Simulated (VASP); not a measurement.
The system is Li2O.

```
Li O
1.0
     0.00000    2.30500    2.30500
     2.30500    0.00000    2.30500
     2.30500    2.30500    0.00000
Li O
2 1
Direct
  0.25000 0.25000 0.25000
  0.75000 0.75000 0.75000
  0.00000 0.00000 0.00000
```

```yaml
Program: VASP 6.6.1
Task: relaxation of cell and atoms
Functional: LDA
Potentials_or_basis: VASP PAW LDA potentials, release 64 (Li_sv, O)
Cutoff: 600 eV
k_mesh: 8 × 8 × 8
Occupations: gaussian, width 0.02 eV
Spin: no spin polarisation
```

At the start: pressure -6.5 GPa; volume 8.16 Å³/atom.

Problem. Where does the relaxation end?

Solution. Over 4 steps the energy falls by 14.1 meV/atom and the volume is 7.52 Å³/atom (-7.9 %); space group Fm-3m (No. 225, to 0.05 Å).

The path:
```tsv
step	energy change (eV)	largest force (eV/Å)	pressure (GPa)	volume (Å³)
1	0.0000	0.0000	-6.54	24.49
2	-0.0349	0.0000	-2.92	23.33
3	-0.0421	0.0000	-0.29	22.64
4	-0.0422	0.0000	-0.01	22.56
```

Final structure:
```
CELL_PARAMETERS angstrom
0.00000 2.24277 2.24277
2.24277 0.00000 2.24277
2.24277 2.24277 0.00000
ATOMIC_POSITIONS crystal
Li 0.25000 0.25000 0.25000
Li 0.75000 0.75000 0.75000
O 0.00000 0.00000 0.00000
```

Caveat: the cutoff is under 1.25 times the usual one of these potentials, so pressure, stress and relaxed cells hold a basis-set (Pulay) error.
